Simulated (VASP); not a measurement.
**Na under changes of volume**

One of the cells (37.911 Å³/atom); the others are scaled copies at fixed shape and fractional positions:

```
CELL_PARAMETERS angstrom
3.72489 0.00000 0.00000
-1.86244 3.22585 0.00000
0.00000 0.00000 12.62035
ATOMIC_POSITIONS crystal
Na 0.66667 0.33333 0.75000
Na 0.00000 0.00000 0.50000
Na 0.33333 0.66667 0.25000
Na 0.00000 0.00000 0.00000
```

This isn't the form of Na at room conditions, which is bcc.

```yaml
Program: VASP 6.6.1
Functional: PBE
Potentials_or_basis: VASP PAW PBE potentials, release 64 (Na_pv)
Cutoff: 520 eV
k_mesh: 8 × 8 × 3
Occupations: fermi-dirac, width 0.05 eV
Spin: no spin polarisation
```

```csv
volume (Å³/atom),energy over the lowest point (meV/atom),pressure (GPa)
34.938,?,?
35.681,1.13,0.3
36.425,0.00,0.2
37.911,0.04,-0.2
38.655,1.08,-0.3
39.398,2.70,-0.4
```

Task: What does the run at 34.938 Å³/atom give?

Result: Energy over the lowest point 3.12 meV/atom; pressure 0.5 GPa.

Worked out: A Birch-Murnaghan fit of order 3 (a polynomial in V^(-2/3)) to the other rows has its minimum at 37.13 Å³/atom with B0 = V·E''(V) = 7.8 GPa and B' = 3.9 at fixed shape and positions, which overstates the stiffness. It gives 3.14 meV/atom at 34.938 Å³/atom, against the run's 3.12, and -dE/dV = 0.5 GPa, against 0.5.

Energies are extrapolated to zero smearing.
